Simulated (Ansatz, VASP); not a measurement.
One calculation of Pb, two programs

```
Pb
1.0
     0.00000    2.47502    2.47502
     2.47502    0.00000    2.47502
     2.47502    2.47502    0.00000
Pb
1
Direct
  0.00000 0.00000 0.00000
```

Alike in both runs: task single point; functional RPBE; k mesh 9 × 9 × 9; occupations gaussian, width 0.05 eV; no spin polarisation.

```csv
,VASP,Ansatz
version,VASP 6.6.1,Ansatz 0.2.0
potentials or method,"VASP PAW PBE potentials, release 54 (Pb_d)",Ansatz PAW
plane-wave cutoff (eV),520,420
valence electrons in the cell,14,14
```

|  | VASP | Ansatz | Ansatz less VASP |
| --- | --- | --- | --- |
| gap on the k mesh at the Fermi level (eV) | none | none | - |
| pressure (GPa) | 3.9 | 3.9 | +0.01 |

A gap of «none» marks a metal or a gap that the smearing closes.

Caveats: the PAW data sets were made with another functional, which shifts forces and pressure a little (VASP); the PAW data sets come from PBE, with cores solved anew for the run's functional, which leaves a small shift of forces and pressure (Ansatz). Spin-orbit coupling is left out, which matters for the levels of Pb.
